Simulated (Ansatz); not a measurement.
TlCl: the functional and the phonons

TlCl in the CsCl structure, in a typed cell, not relaxed.

```
CELL_PARAMETERS angstrom
3.90000 0.00000 0.00000
0.00000 3.90000 0.00000
0.00000 0.00000 3.90000
ATOMIC_POSITIONS crystal
Tl 0.00000 0.00000 0.00000
Cl 0.50000 0.50000 0.50000
```

Settings of the Ansatz calculation: PBE; all-electron PAW datasets (no frozen core) at 310 eV; k mesh 4×4×4; fixed occupations; no spin. Harmonic phonons by linear response, frequencies in cm⁻¹, imaginary ones marked i; at Γ the three translations are left out and no LO–TO term is added.

Caveats: coarse k mesh; the program warns that the mesh is coarse for the field response.

At 29.66 Å³ an atom it gives top Γ mode (cm⁻¹) 11; lowest mode at q = [0.5, 0.5, 0.5] (cm⁻¹) 39; top mode at q = [0.5, 0.5, 0.5] (cm⁻¹) 118.

Question: Repeat with r2SCAN in the same cell, on the same kind of potentials and mesh (r2SCAN by finite displacements). What changes?

Answer: 
```
             functional  cutoff (eV)  volume (Å³/atom)  top Γ mode (cm⁻¹)  lowest mode at q = [0.5, 0.5, 0.5] (cm⁻¹)  top mode at q = [0.5, 0.5, 0.5] (cm⁻¹)
r2SCAN in the same cell          310             29.66                 14                                         39                                     121
```
